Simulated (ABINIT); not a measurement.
## BP: single point with r2SCAN

BP:

```
P B
1.0
     0.00000    2.26900    2.26900
     2.26900    0.00000    2.26900
     2.26900    2.26900    0.00000
P B
1 1
Direct
  0.75000 0.75000 0.75000
  0.00000 0.00000 0.00000
```

```json
{"Program": "ABINIT 10.8.3 (patched build)", "Task": "single point", "Functional": "r2SCAN", "Potentials or basis": "PseudoDojo NC SR PBE v0.4.1 standard", "Cutoff": "1252 eV", "k mesh": "10 × 10 × 10", "Occupations": "fermi-dirac, width 0.05 eV", "Spin": "no spin polarisation"}
```

```
Pressure                                              : 1.5 GPa
Band gap on the k mesh                                : 1.33 eV, indirect (least direct gap 3.54 eV)
Valence electrons inside the program's atomic spheres : P 2.94; B 2.71
```

Levels at points of the mesh, in eV from the valence-band top:
```tsv
k point	band 1	band 2	band 3	band 4	band 5	band 6	band 7	band 8
(0.00, 0.00, 0.00)	-16.47	0.00	0.00	0.00	3.54	3.54	3.54	7.43
(0.50, 0.00, 0.00)	-13.00	-9.63	-1.90	-1.90	3.84	4.98	4.98	10.85
(0.50, 0.50, 0.00)	-11.32	-9.31	-4.41	-4.41	1.42	1.81	12.94	12.94
```

It took 2.1 min on 4 MPI ranks on AMD EPYC 7R43 64-Core Processor (Zen 3) (shared host), peak memory 0.6 GiB a rank.

Caveat: a meta-GGA on potentials with a model core is unreliable; the potentials were made for another functional, which shifts forces and pressure. r2SCAN opens gaps a little over a GGA but as a rule still falls short of measured ones.
